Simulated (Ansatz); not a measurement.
Runs of Ansatz 0.2.0 on CoO. It takes space group P-6m2 (No. 187, hexagonal). Conventional cell: a = 2.828 Å, b = 2.828 Å, c = 2.722 Å, α = 90.00°, β = 90.00°, γ = 120.00°. Around Co (site symmetry -6m2) lie 6 O at 2.13 Å. O (site symmetry -6m2) is surrounded by 6 Co at 2.13 Å. The cell was built by a generator and needn't be a form met in nature.

```tsv
task	level	cell	gap on the mesh (eV)	pressure (GPa)	moment (μB)	relaxed volume (Å³/atom)
relaxation of the atoms	PBE	atoms relaxed from: strained by +2 %	none	-3.2	3.00	-
relaxation of the atoms	PBE	atoms relaxed from: strained by +1 %	none	-1.7	3.00	-
relaxation of cell and atoms	RPBE	relaxed	none	0.0	3.00	9.77
relaxation of cell and atoms	PBEsol	relaxed	none	0.0	3.00	(a)
relaxation of the atoms	PBE	atoms relaxed from: strained by +4 %	none	-5.8	3.00	-
```

Alike in all rows: potentials or basis Ansatz PAW; spin collinear, ferromagnetic start; k mesh 8 × 8 × 7; cutoff (eV) 420; smearing fermi-dirac 0.05 eV.

Estimate the missing entries.

(a) 8.96.

Caveats: a cell with one magnetic atom can't hold antiferromagnetic order, which such compounds often take; semilocal functionals often make such compounds metallic where correlation or magnetic order opens a gap, which also shifts bond lengths; the thresholds are loose for stress (some runs); the plane-wave basis is chosen anew once the cell has moved, so the energies of steps on either side of that aren't comparable (some runs); the PAW data sets come from PBE, with cores solved anew for the run's functional, which leaves a small shift of forces and pressure (some runs).

A gap of «none» marks a metal or a gap under the smearing width.
